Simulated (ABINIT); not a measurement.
# BaO (Fm-3m): G0W0 in ABINIT against the plane-wave cutoff

Wanted: the cheapest plane-wave cutoff that holds the gap of BaO (Fm-3m).

Method: LDA and many-body steps on it, plane waves, in ABINIT 10.8.3.

Report form: the programs' logs are mostly left out.

The database entry behind the starting cell differs from later determinations by our own check (about 0.7 % short), so it need not match the best structure at ambient conditions.

### Step 1. The starting structure

It takes space group Fm-3m (No. 225, cubic). The conventional cell has a = 5.500 Å, b = 5.500 Å, c = 5.500 Å, α = 90.00°, β = 90.00°, γ = 90.00°. Nearest to Ba lie 6 O at 2.75 Å. Nearest to O lie 6 Ba at 2.75 Å. Farther neighbours and most contacts between anions are not listed.

Structure file:

```cif
data_structure
_symmetry_space_group_name_H-M 'Fm-3m'
_symmetry_Int_Tables_number 225
_cell_length_a 5.5000
_cell_length_b 5.5000
_cell_length_c 5.5000
_cell_angle_alpha 90.000
_cell_angle_beta 90.000
_cell_angle_gamma 90.000
_cell_volume 166.38
loop_
_atom_site_label
_atom_site_type_symbol
_atom_site_symmetry_multiplicity
_atom_site_Wyckoff_symbol
_atom_site_fract_x
_atom_site_fract_y
_atom_site_fract_z
_atom_site_occupancy
Ba1 Ba 4 a 0.00000 0.00000 0.00000 1
O1 O 4 b 0.50000 0.00000 0.00000 1
```

The cell and positions come from the Crystallography Open Database and are kept as given unless a step says otherwise. Spin-orbit coupling is left out unless a step names it.

### Step 2. Empty states on the mesh, 4×4×4 mesh, 110 bands

This step: ABINIT 10.8.3; DFT, LDA, plane waves, norm-conserving pseudopotentials.

The sums over transitions need many empty states on a uniform mesh; this step solves for them.

run.abi reads:

```
acell 3*1.0 Angstrom
rprim 
  -0.000000000000 2.750000000000 2.750000000000
  2.750000000000 -0.000000000000 2.750000000000
  2.750000000000 2.750000000000 -0.000000000000
ntypat 2
znucl 56 8
natom 2
typat 1 2
xred 
  0.000000000000 0.000000000000 0.000000000000
  0.500000000000 0.500000000000 0.500000000000
pp_dirpath "pseudos"
pseudos "Ba.upf, O.upf"
ecut 36
ngkpt 4 4 4
nshiftk 1
shiftk 0 0 0
kptopt 1
chksymbreak 0
irdden 1
istwfk *1
nband 110
prtvol 0
optdriver 6
gwr_task "HDIAGO"
paral_kgb 0
occopt 1
indata_prefix "in"
outdata_prefix "out"
tmpdata_prefix "tmp"
```

Started as:

```sh
> OMP_NUM_THREADS=1 mpirun -n 4 abinit run.abi > log
```

Wall time 33 s (4 MPI ranks of Arm Neoverse V2, shared host); peak memory 2 GiB.

This step gave:

| Quantity | Value |
| --- | --- |
| gap | 1.801 eV |
| k of the valence top | 0.5, 0.5, 0 |
| k of the conduction bottom | 0.5, 0.5, 0 |
| least direct gap | 1.801 eV |
| k points computed | 8 |
| lowest point of the top converged band, above the valence top | 86.8994 eV |

On this mesh the gap is 1.801 eV.

The density comes from a self-consistent run that is not shown.

### Step 3. Empty states on the mesh, 4×4×4 mesh, 35 bands

Edit run.abi of step 2 so:

```diff
@@ -14,3 +14,3 @@
 pseudos "Ba.upf, O.upf"
-ecut 36
+ecut 22
 ngkpt 4 4 4
@@ -20,10 +20,10 @@
 chksymbreak 0
+iscf -2
 irdden 1
 istwfk *1
-nband 110
+nband 35
+nbdbuf 4
+tolwfr 1e-09
+nstep 60
 prtvol 0
-optdriver 6
-gwr_task "HDIAGO"
-paral_kgb 0
-occopt 1
 indata_prefix "in"
```

Elapsed: 2.7 s, on 4 MPI ranks; peak memory 0.07 GiB; 10 s of CPU time.

Numbers from this step:

```
gap                                                           : 1.784 eV
k of the valence top                                          : 0.5, 0.5, 0
k of the conduction bottom                                    : 0.5, 0.5, 0
least direct gap                                              : 1.784 eV
k points computed                                             : 8
lowest point of the top converged band, above the valence top : 29.13 eV
```

On this mesh the gap is 1.784 eV.

### Step 4. Empty states on the mesh, 4×4×4 mesh, 35 bands

Edit run.abi of step 3 so:

```diff
@@ -14,3 +14,3 @@
 pseudos "Ba.upf, O.upf"
-ecut 22
+ecut 29
 ngkpt 4 4 4
```

Run time: 3.6 s. Hardware: 4 MPI ranks; peak memory 0.24 GiB.

Numbers from this step:

| Item | Value |
| --- | --- |
| gap | 1.806 eV |
| k of the valence top | 0.5, 0.5, 0 |
| k of the conduction bottom | 0.5, 0.5, 0 |
| least direct gap | 1.806 eV |
| k points computed | 8 |
| lowest point of the top converged band, above the valence top | 29.20 eV |

On this mesh the gap is 1.806 eV.

### Step 5. Empty states on the mesh, 4×4×4 mesh, 35 bands

Edit run.abi of step 4 so:

```diff
@@ -14,3 +14,3 @@
 pseudos "Ba.upf, O.upf"
-ecut 29
+ecut 45
 ngkpt 4 4 4
```

Wall time 5.9 s (4 MPI ranks); peak memory 0.28 GiB.

Numbers from this step:

```
gap                                                           : 1.801 eV
k of the valence top                                          : 0.5, 0.5, 0
k of the conduction bottom                                    : 0.5, 0.5, 0
least direct gap                                              : 1.801 eV
k points computed                                             : 8
lowest point of the top converged band, above the valence top : 29.20 eV
```

On this mesh the gap is 1.801 eV.

### Step 6. Screening, 4×4×4 mesh, 31 bands, screening to 106.1 eV

The RPA dielectric matrix is built and inverted for each q.

This step: RPA screening on LDA, plane waves, norm-conserving pseudopotentials.

Edit run.abi of step 5 so:

```diff
@@ -14,3 +14,3 @@
 pseudos "Ba.upf, O.upf"
-ecut 45
+ecut 22
 ngkpt 4 4 4
@@ -20,10 +20,11 @@
 chksymbreak 0
-iscf -2
-irdden 1
 istwfk *1
-nband 35
-nbdbuf 4
-tolwfr 1e-09
-nstep 60
-prtvol 0
+occopt 1
+irdwfk 1
+optdriver 3
+nband 31
+ecuteps 3.9
+inclvkb 2
+awtr 1
+symchi 1
 indata_prefix "in"
```

Elapsed: 3.5 s, on 4 MPI ranks; peak memory 0.37 GiB; 14 s of CPU time.

This step gave:

| Property | Result |
| --- | --- |
| ε∞ with local fields, on this mesh, along the program's q direction | 4.376 |
| the same without local fields | 4.848 |
| plasma frequency | 23.03 eV |
| plane waves in the screening matrix | 113 |

Local fields lower ε∞ by 10 %. On a Γ-centred mesh this coarse the value itself is usually too large, while a short band sum pulls it down.

### Step 7. 22 Ha

This step: G0W0 on LDA, plane waves, norm-conserving pseudopotentials.

Edit run.abi of step 6 so:

```diff
@@ -23,8 +23,17 @@
 irdwfk 1
-optdriver 3
+optdriver 4
 nband 31
+gwcalctyp 0
+ecutsigx 22
+symsigma 1
+nkptgw 2
+kptgw 
+  0.5000000000 0.5000000000 0.0000000000
+  0.0000000000 0.0000000000 0.0000000000
+bdgw 
+  6 10
+  6 12
 ecuteps 3.9
-inclvkb 2
-awtr 1
-symchi 1
+irdscr 1
+ppmodel 1
 indata_prefix "in"
```

It took 2.5 s on 4 MPI ranks; peak memory 0.11 GiB; 9.5 s of CPU time.

This step gave:

* G0W0 gap on the points computed: 3.088 eV
* starting gap on the mesh: 1.784 eV
* k of the valence top: 0.5, 0.5, 0
* k of the conduction bottom: 0.5, 0.5, 0
* Z at the valence top: 0.778
* Z at the conduction bottom: 0.848
* least direct G0W0 gap on the computed points: 3.088 eV

### Step 8. Screening, 4×4×4 mesh, 31 bands, screening to 106.1 eV

This step: RPA screening on LDA, plane waves, norm-conserving pseudopotentials.

Edit run.abi of step 7 so:

```diff
@@ -14,3 +14,3 @@
 pseudos "Ba.upf, O.upf"
-ecut 22
+ecut 29
 ngkpt 4 4 4
@@ -23,17 +23,8 @@
 irdwfk 1
-optdriver 4
+optdriver 3
 nband 31
-gwcalctyp 0
-ecutsigx 22
-symsigma 1
-nkptgw 2
-kptgw 
-  0.5000000000 0.5000000000 0.0000000000
-  0.0000000000 0.0000000000 0.0000000000
-bdgw 
-  6 10
-  6 12
 ecuteps 3.9
-irdscr 1
-ppmodel 1
+inclvkb 2
+awtr 1
+symchi 1
 indata_prefix "in"
```

Elapsed: 3.7 s, on 4 MPI ranks; peak memory 0.39 GiB; 14 s of CPU time.

This step gave:

```
ε∞ with local fields, on this mesh, along the program's q direction : 4.338
the same without local fields                                       : 4.803
plasma frequency                                                    : 23.03 eV
plane waves in the screening matrix                                 : 113
```

### Step 9. 29 Ha

The self-energy is evaluated for the states that the input lists, and the levels follow from it, in one-shot runs by the linearised quasiparticle equation.

This step: G0W0 on LDA, plane waves, norm-conserving pseudopotentials.

Edit run.abi of step 8 so:

```diff
@@ -23,8 +23,17 @@
 irdwfk 1
-optdriver 3
+optdriver 4
 nband 31
+gwcalctyp 0
+ecutsigx 29
+symsigma 1
+nkptgw 2
+kptgw 
+  0.5000000000 0.5000000000 0.0000000000
+  0.0000000000 0.0000000000 0.0000000000
+bdgw 
+  6 10
+  6 12
 ecuteps 3.9
-inclvkb 2
-awtr 1
-symchi 1
+irdscr 1
+ppmodel 1
 indata_prefix "in"
```

It took 2.6 s on 4 MPI ranks; peak memory 0.13 GiB; 10 s of CPU time.

Numbers from this step:

```
G0W0 gap on the points computed              : 3.112 eV
starting gap on the mesh                     : 1.806 eV
k of the valence top                         : 0.5, 0.5, 0
k of the conduction bottom                   : 0.5, 0.5, 0
Z at the valence top                         : 0.776
Z at the conduction bottom                   : 0.848
least direct G0W0 gap on the computed points : 3.112 eV
```

The gap on the mesh goes from 1.81 eV to 3.11 eV, a correction of +1.31 eV.

### Step 10. Screening, 4×4×4 mesh, 31 bands, screening to 106.1 eV

This step: RPA screening on LDA, plane waves, norm-conserving pseudopotentials.

Edit run.abi of step 9 so:

```diff
@@ -14,3 +14,3 @@
 pseudos "Ba.upf, O.upf"
-ecut 29
+ecut 36
 ngkpt 4 4 4
@@ -23,17 +23,8 @@
 irdwfk 1
-optdriver 4
+optdriver 3
 nband 31
-gwcalctyp 0
-ecutsigx 29
-symsigma 1
-nkptgw 2
-kptgw 
-  0.5000000000 0.5000000000 0.0000000000
-  0.0000000000 0.0000000000 0.0000000000
-bdgw 
-  6 10
-  6 12
 ecuteps 3.9
-irdscr 1
-ppmodel 1
+inclvkb 2
+awtr 1
+symchi 1
 indata_prefix "in"
```

It took 4.3 s on 4 MPI ranks; peak memory 0.47 GiB.

This step gave:

| Item | Value |
| --- | --- |
| ε∞ with local fields, on this mesh, along the program's q direction | 4.337 |
| the same without local fields | 4.801 |
| plasma frequency | 23.03 eV |
| plane waves in the screening matrix | 113 |

### Step 11. 36 Ha

This step: G0W0 on LDA, plane waves, norm-conserving pseudopotentials.

Edit run.abi of step 10 so:

```diff
@@ -23,8 +23,17 @@
 irdwfk 1
-optdriver 3
+optdriver 4
 nband 31
+gwcalctyp 0
+ecutsigx 36
+symsigma 1
+nkptgw 2
+kptgw 
+  0.5000000000 0.5000000000 0.0000000000
+  0.0000000000 0.0000000000 0.0000000000
+bdgw 
+  6 10
+  6 12
 ecuteps 3.9
-inclvkb 2
-awtr 1
-symchi 1
+irdscr 1
+ppmodel 1
 indata_prefix "in"
```

Run time: 2.9 s. Hardware: 4 MPI ranks; peak memory 0.15 GiB; 11 s of CPU time.

Numbers from this step:

```
G0W0 gap on the points computed              : 3.112 eV
starting gap on the mesh                     : 1.801 eV
k of the valence top                         : 0.5, 0.5, 0
k of the conduction bottom                   : 0.5, 0.5, 0
least direct G0W0 gap on the computed points : 3.112 eV
```

Against the run before, the gap moves by +0.000 eV.

### Step 12. Screening, 4×4×4 mesh, 31 bands, screening to 106.1 eV

This step: RPA screening on LDA, plane waves, norm-conserving pseudopotentials.

Edit run.abi of step 11 so:

```diff
@@ -14,3 +14,3 @@
 pseudos "Ba.upf, O.upf"
-ecut 36
+ecut 45
 ngkpt 4 4 4
@@ -23,17 +23,8 @@
 irdwfk 1
-optdriver 4
+optdriver 3
 nband 31
-gwcalctyp 0
-ecutsigx 36
-symsigma 1
-nkptgw 2
-kptgw 
-  0.5000000000 0.5000000000 0.0000000000
-  0.0000000000 0.0000000000 0.0000000000
-bdgw 
-  6 10
-  6 12
 ecuteps 3.9
-irdscr 1
-ppmodel 1
+inclvkb 2
+awtr 1
+symchi 1
 indata_prefix "in"
```

Elapsed: 5 s, on 4 MPI ranks; peak memory 0.57 GiB.

Numbers from this step:

- ε∞ with local fields, on this mesh, along the program's q direction: 4.337
- the same without local fields: 4.801
- plasma frequency: 23.03 eV
- plane waves in the screening matrix: 113

### Step 13. 45 Ha

This step: G0W0 on LDA, plane waves, norm-conserving pseudopotentials.

Edit run.abi of step 12 so:

```diff
@@ -23,8 +23,17 @@
 irdwfk 1
-optdriver 3
+optdriver 4
 nband 31
+gwcalctyp 0
+ecutsigx 45
+symsigma 1
+nkptgw 2
+kptgw 
+  0.5000000000 0.5000000000 0.0000000000
+  0.0000000000 0.0000000000 0.0000000000
+bdgw 
+  6 10
+  6 12
 ecuteps 3.9
-inclvkb 2
-awtr 1
-symchi 1
+irdscr 1
+ppmodel 1
 indata_prefix "in"
```

Elapsed: 3.2 s, on 4 MPI ranks; peak memory 0.73 GiB.

This step gave:

```yaml
g0w0_gap_on_the_points_computed: 3.113 eV
starting_gap_on_the_mesh: 1.801 eV
k_of_the_valence_top: 0.5, 0.5, 0
k_of_the_conduction_bottom: 0.5, 0.5, 0
least_direct_g0w0_gap_on_the_computed_points: 3.113 eV
```

Against the run before, the gap moves by +0.001 eV.

### Step 14. The runs together

Times are wall times on 4 MPI ranks of Arm Neoverse V2, shared host, good to a factor of about two. A run's time includes the screening step that it read.

```
  run   mesh  bands  screening cutoff (eV)  DFT gap (eV)  gap on the mesh (eV)  direct (eV)  ε∞ used   time
22 Ha  4×4×4     31                  106.1         1.784                 3.088        3.088     4.38    6 s
29 Ha  4×4×4     31                  106.1         1.806                 3.112        3.112     4.34  6.2 s
36 Ha  4×4×4     31                  106.1         1.801                 3.112        3.112     4.34  7.2 s
45 Ha  4×4×4     31                  106.1         1.801                 3.113        3.113     4.34  8.2 s
```

### Step 15. What came out

```yaml
22_ha: 3.088 eV
29_ha: 3.112 eV
36_ha: 3.112 eV
45_ha: 3.113 eV
known_limits: not at the basis limit; no spin-orbit coupling; coarse k mesh
```

What this shows: The setting moved: plane-wave cutoff. From 22 Ha to 45 Ha the gap moves by +0.02 eV. It holds to 0.03 eV from 22 Ha on. Bands and screening cutoff are coupled, so a series along one setting does not show full convergence. Bands and cutoff are finite, so the gap is not at the basis limit. The miss can reach some tenths of an eV and take either sign; the mesh is an error of its own. In the G0W0 runs levels were corrected at 2 k points alone, so a gap called «on the mesh» is the least over those, and an edge elsewhere would be missed. The 4×4×4 mesh is coarse for this cell, which bears on the long-range parts of exchange and screening. The many-body steps are scalar-relativistic: spin-orbit coupling is not in them.

[Paths, hosts, dates, memory and timing lines, banners, echoed tables and standing remarks are left out of the program output.]

[Logs are printed without paths, hosts, clocks, repeated set-up lines and the standing remarks that a program may print on its own settings, such as how far it seeks lower states.]

[Runs of the session that timed out or met a known fault of the program may be left out.]

[Hosts, paths, dates, database ids (printed as entryN), source tags and the programs' standing remarks are cut or masked in the printed files.]

[G0W0 gaps are taken among the corrected bands and points alone; a level outside them can change the order at an edge.]

[Where Ansatz stands beside ABINIT at settings called matched, ABINIT's density can come from a denser mesh and the files from another edition; pairs whose starting gaps differed by over 0.03 eV were left out, so agreement reads better than it is.]
